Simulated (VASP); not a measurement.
A run of VASP 6.6.1:

POSCAR

```
InP
1.0
    0.0000000000      2.7688340000      2.7688340000
    2.7688340000      0.0000000000      2.7688340000
    2.7688340000      2.7688340000      0.0000000000
In P
1 1
Direct
    0.0000000000      0.0000000000      0.0000000000
    0.5000000000      0.5000000000      0.5000000000
```

The input INCAR.step1:

```
PREC = Accurate
ENCUT = 600
EDIFF = 1E-8
ISMEAR = 0
SIGMA = 0.02
LREAL = F
LASPH = T
NELM = 80
ALGO = Normal
ISIF = 3
LWAVE = F
LCHARG = F
GGA = PS
IBRION = 2
NSW = 40
EDIFFG = -0.002
```

Contents of INCAR.step2:

```
PREC = Accurate
ENCUT = 600
EDIFF = 1E-8
ISMEAR = 0
SIGMA = 0.02
LREAL = F
LASPH = T
NELM = 80
ALGO = Normal
ISIF = 3
LWAVE = F
LCHARG = F
GGA = PS
IBRION = 6
NFREE = 2
POTIM = 0.015
NSW = 1
```

The input KPOINTS:

```
regular mesh
0
Gamma
  6 6 6
```

Potentials or basis: VASP PAW PBE potentials, release 64 (In_d, P).

Run with:

```bash
$ cat potpaw_PBE.64/In_d/POTCAR potpaw_PBE.64/P/POTCAR > POTCAR
$ cp INCAR.step1 INCAR
$ mpirun -np 1 vasp_std > vasp.out
$ cp CONTCAR POSCAR
$ cp INCAR.step2 INCAR
$ mpirun -np 1 vasp_std > vasp.out
```

Hardware: 1 thread of Intel(R) Xeon(R) Platinum 8259CL CPU @ 2.50GHz (Skylake/Cascade Lake), with other jobs on the host.

Task: Estimate the wall time of this run.

Result: Wall time 5.5 min on 1 thread of Intel(R) Xeon(R) Platinum 8259CL CPU @ 2.50GHz (Skylake/Cascade Lake) (shared host), peak memory 0.24 GiB. Counts: scf iterations 180, k points 16, ion steps 3.
